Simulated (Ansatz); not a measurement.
Write the native input for Ansatz 0.2.0 that does the following.

- Task: single point
- Functional: PBE
- Potentials or basis: all-electron LAPW, scalar-relativistic
- Cutoff: 157 eV (chosen from the basis error)
- Basis error allowed: 0.001 eV/atom
- k mesh: 8 × 8 × 8
- Occupations: fermi-dirac, width 0.05 eV
- Spin: collinear spin, ferromagnetic start
- Starting moments: [7.0] μB

The system is Eu.

```
Eu
1.0
    -2.30300    2.30300    2.30300
     2.30300   -2.30300    2.30300
     2.30300    2.30300   -2.30300
Eu
1
Direct
  0.00000 0.00000 0.00000
```

These files were run (other wordings do the same):

input.yaml

```yaml
crystal:
  lattice:
    - [-2.303, 2.303, 2.303]
    - [2.303, -2.303, 2.303]
    - [2.303, 2.303, -2.303]
  atoms:
    - { symbol: Eu, position: [0.0, 0.0, 0.0], spin: 7.0 }
kpoints:
  mp_grid: { grid: [8, 8, 8] }
scf:
  occupations: { method: fermi_dirac, width: 0.05 }
hamiltonian:
  xc: pbe
  pseudopotentials: { kind: all_electron, lapw: { basis_error: 0.001 } }
magnetization:
  spin_polarized: true
output:
  forces: true
  stress: true
  eigenvalues: true
  populations: true
```

Potentials or basis: all-electron LAPW, scalar-relativistic.

Command:

```bash
$ ansatz run input.yaml --threads 2 --pin off --max-ram 5120MiB --backend cpu --events-out ev --progress --plain --runs-dir out
```

Results of the run:

```
Pressure               : -1.5 GPa
Band gap on the k mesh : none (metal or under the smearing width)
Net moment             : 7.36 μB per cell
Absolute moment        : 7.36 μB per cell
Site moments           : Eu +7.19 μB
```

Caveat: an open f shell can end in a state above the lowest; spin-orbit coupling is left out, which moves the levels of the heavy elements.

It took 6.3 s on 2 threads of AMD EPYC 7R43 64-Core Processor (Zen 3), with other jobs on the host, peak memory 0.4 GiB.
